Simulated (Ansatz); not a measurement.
Rock-salt NaBr, treated with PBE (plane waves, PAW; Ansatz, a quantum-chemistry and plane-wave program).

Run with plane-wave cutoff 520 eV, 10×10×10 k mesh, Fermi–Dirac smearing 0.01 eV, scalar-relativistic PAW data made under PBE.

Cell (relaxed at this level):

```xyz
2
Lattice="0.0000 3.0180 3.0180 3.0180 0.0000 3.0180 3.0180 3.0180 0.0000" Properties=species:S:1:pos:R:3 pbc="T T T"
Na     0.0000     0.0000     0.0000
Br     3.0180     3.0180     3.0180
```

**Question.** Estimate the bulk modulus, band gap, width of the whole s-p valence band and pressure derivative B′ of the bulk modulus that the calculation returns.

**Answer.** 
- bulk modulus: 19.4 GPa
- band gap: 4.07 eV (direct)
- width of the whole s-p valence band: 12.73 eV
- pressure derivative B′ of the bulk modulus: 4.6

Measured, for comparison: band gap 7.1 eV (temperature not stated, not corrected to a static lattice; as tabulated in Aguado et al. (1998), arXiv:cond-mat/9809176); bulk modulus 22.6 GPa (4 K, zero-point motion not removed; as tabulated in Doll and Stoll (1998), arXiv:cond-mat/9801031). Computed (rounded) less measured: bulk modulus -14 %.

Spin–orbit coupling is not included.

Static lattice: no zero-point or thermal effects.
